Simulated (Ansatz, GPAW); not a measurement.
Given: the input of a run of GPAW 26.7.0 (ASE script) on CdTe. 

The input run.py:

```python
from ase import Atoms
from ase.dft.bandgap import bandgap
from ase.io import write
from ase.units import GPa
from gpaw import GPAW, PW

atoms = Atoms(['Te', 'Cd'],
              cell=[[0.0, 3.205, 3.205],
                    [3.205, 0.0, 3.205],
                    [3.205, 3.205, 0.0]],
              scaled_positions=[[0.75, 0.75, 0.75],
                                [0.0, 0.0, 0.0]],
              pbc=True)

calc = GPAW(mode=PW(600),
            xc='PBE',
            kpts={'size': (7, 7, 7), 'gamma': True},
            occupations={'name': 'methfessel-paxton', 'order': 0, 'width': 0.024},
            nbands=18,
            convergence={'density': 1e-05, 'energy': 1e-05},
            maxiter=150,
            txt='gpaw.txt')
atoms.calc = calc
energy = atoms.get_potential_energy()
forces = atoms.get_forces()
stress = atoms.get_stress()
calc.write('gs.gpw')
write('result.traj', atoms)
print(f'Energy: {energy:.6f} eV')
print('Forces (eV/A):')
print(forces.round(4))
print('Stress (GPa):', (stress / GPa).round(3))
print('Fermi level:', round(calc.get_fermi_level(), 4), 'eV')
print(f'Gap: {bandgap(calc)[0]:.4f} eV, direct: {bandgap(calc, direct=True)[0]:.4f} eV')
```

Potentials or basis: GPAW PAW data sets (gpaw-data 1.2.1), pw.

The run is started by

```sh
$ OMP_NUM_THREADS=1 python run.py
```

Q: Translate it to Ansatz 0.2.0. Potentials or basis there: Ansatz PAW, cutoff 420 eV.

A: As run (cutoffs and basis follow the program's own potentials, and thresholds, step limits or extra output files can differ):

File input.yaml:

```yaml
crystal:
  lattice:
    - [0.0, 3.205, 3.205]
    - [3.205, 0.0, 3.205]
    - [3.205, 3.205, 0.0]
  atoms:
    - { symbol: Te, position: [0.75, 0.75, 0.75] }
    - { symbol: Cd, position: [0.0, 0.0, 0.0] }
hamiltonian:
  xc: pbe
  pseudopotentials: { kind: paw }
kpoints:
  mp_grid: { grid: [7, 7, 7] }
scf:
  occupations: { method: gaussian, width: 0.024 }
output:
  forces: true
  stress: true
  eigenvalues: true
```

Potentials or basis: Ansatz PAW.

Run with:

```sh
$ ansatz run input.yaml --threads 2 --pin off --max-ram 5632MiB --backend cpu --events-out ev --progress --plain --runs-dir out
```

Both were run:

|  | GPAW | Ansatz |
| --- | --- | --- |
| Pressure | 3.8 GPa | 4.2 GPa |

Ansatz's pressure holds a Pulay term of +0.04 GPa for its cutoff of 420 eV, which the other run lacks.

The potentials hold 18 and 36 valence electrons a cell.

Where Ansatz's input types no cutoff or centring, it takes its own default and a Γ-centred mesh.

Pressure is positive in compression.
